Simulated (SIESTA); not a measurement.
NaI:

```xyz
2
Lattice="0.0000 3.2364 3.2364 3.2364 0.0000 3.2364 3.2364 3.2364 0.0000" Properties=species:S:1:pos:R:3 pbc="T T T"
I     3.2364    3.2364    3.2364
Na    0.0000    0.0000    0.0000
```

Base run:

```yaml
Program: SIESTA 5.4.2
Functional: AM05
Potentials_or_basis: PseudoDojo 0.4 standard (PBEsol files)
Basis: DZP (energy shift 0.003 Ry; two zetas on semicore shells)
Grid_cutoff: 800 Ry
Energy_shift: 0.003 Ry
k_mesh: 7 × 7 × 7
Occupations: fermi-dirac, width 0.05 eV
Spin: no spin polarisation
```

Its results: band gap on the k mesh 3.79 eV, direct; pressure 0.4 GPa.

The run is repeated on the same cell with these changes: functional from AM05 to PBEsol. What comes out?

Band gap on the k mesh 3.64 eV, direct; pressure -0.4 GPa.

Caveats: spin-orbit coupling is left out, which moves the levels of the heavy elements; the basis of atomic orbitals isn't converged, which shifts pressures, moduli and gaps; the potentials were made for another functional, which shifts forces and pressure (some runs); an odd mesh through Γ misses points on the zone boundary, where band edges often lie (some runs).

Not every run made on this cell is shown here.
